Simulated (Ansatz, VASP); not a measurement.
Two plane-wave programs on NaH

```xyz
2
Lattice="0.0000 2.6097 2.6097 2.6097 0.0000 2.6097 2.6097 2.6097 0.0000" Properties=species:S:1:pos:R:3 pbc="T T T"
Na    0.0000    0.0000    0.0000
H     1.3048    1.3048    1.3048
```

Alike in both runs: task single point; functional PBE; k mesh 8 × 8 × 8; no spin polarisation.

|  | VASP | Ansatz |
| --- | --- | --- |
| version | VASP 6.6.1 | Ansatz 0.2.0 |
| potentials or method | VASP PAW PBE potentials, release 64 (Na_pv, H) | plane waves, PAW |
| plane-wave cutoff (eV) | 520 | 420 |
| occupations | gaussian, width 0.01 eV | fixed |
| valence electrons in the cell | 8 | 10 |

|  | VASP | Ansatz | Ansatz less VASP |
| --- | --- | --- | --- |
| gap on the k mesh at the Fermi level (eV) | 3.60 | 3.60 | +0.002 |
| pressure (GPa) | 0.0 | 0.0 | +0.03 |

The two sets of potentials don't hold the same shells in valence.

A k mesh can miss the band edges.
